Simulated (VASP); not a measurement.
**TePb: relaxation of cell and atoms with r2SCAN**

The system is TePb.

```
Te Pb
1.0
     0.00000    3.16545    3.16545
     3.16545    0.00000    3.16545
     3.16545    3.16545    0.00000
Te Pb
1 1
Direct
  0.50000 0.50000 0.50000
  0.00000 0.00000 0.00000
```

```yaml
Program: VASP 6.6.1
Task: relaxation of cell and atoms
Functional: r2SCAN
Potentials_or_basis: VASP PAW PBE potentials, release 64 (Te, Pb_d)
Cutoff: 600 eV
k_mesh: 8 × 8 × 8
Occupations: gaussian, width 0.03 eV
Spin: no spin polarisation
Target_pressure: 5.02 GPa
Further_INCAR_settings: ALGO = Normal; EDIFF = 1e-07; IBRION = 2; EDIFFG = -0.005; NSW = 90; ISIF = 3
Target_pressure: 5.02 GPa
```

* Relaxed volume: 31.69 Å³/atom
* Relaxed cell: a = 4.476 Å, b = 4.476 Å, c = 4.476 Å, α = 60.00°, β = 60.00°, γ = 60.00°
* Space group after relaxing (to 0.05 Å): Fm-3m (No. 225)
* Energy change on relaxing (the enthalpy is what falls): +0.7 meV/atom
* Ionic steps: 2
* Pressure after relaxing: 5.0 GPa
* Band gap on the k mesh: 0.87 eV, direct

Step by step:
| step | energy change (eV) | largest force (eV/Å) | pressure (GPa) | volume (Å³) |
| --- | --- | --- | --- | --- |
| 1 | 0.0000 | 0.0000 | 4.99 | 63.44 |
| 2 | 0.0015 | 0.0000 | 5.04 | 63.39 |

Final structure:
```
CELL_PARAMETERS angstrom
0.00000 3.16467 3.16467
3.16467 0.00000 3.16467
3.16467 3.16467 0.00000
ATOMIC_POSITIONS crystal
Te 0.50000 0.50000 0.50000
Pb 0.00000 0.00000 0.00000
```

Levels at points of the mesh, in eV from the valence-band top:
| k point | band 8 | band 9 | band 10 | band 11 | band 12 | band 13 |
| --- | --- | --- | --- | --- | --- | --- |
| (0.00, 0.00, 0.00) | -1.80 | -1.80 | -1.80 | 4.37 | 4.37 | 4.37 |
| (0.50, 0.00, 0.00) | -1.27 | -1.27 | 0.00 | 0.87 | 1.20 | 1.20 |
| (0.50, 0.50, 0.00) | -5.26 | -3.41 | -3.41 | 3.26 | 6.03 | 6.03 |

Run time: 3 min on 1 thread of AMD EPYC 9R45 (Zen 5), on a shared host, peak memory 0.21 GiB.

Caveat: the cell is relaxed towards a set pressure, so the enthalpy falls and the energy may rise; the PAW data sets were made with another functional, which shifts forces and pressure a little; spin-orbit coupling is left out, which as a rule narrows the gap of such compounds by several tenths of an eV. A k mesh can miss the band edges.
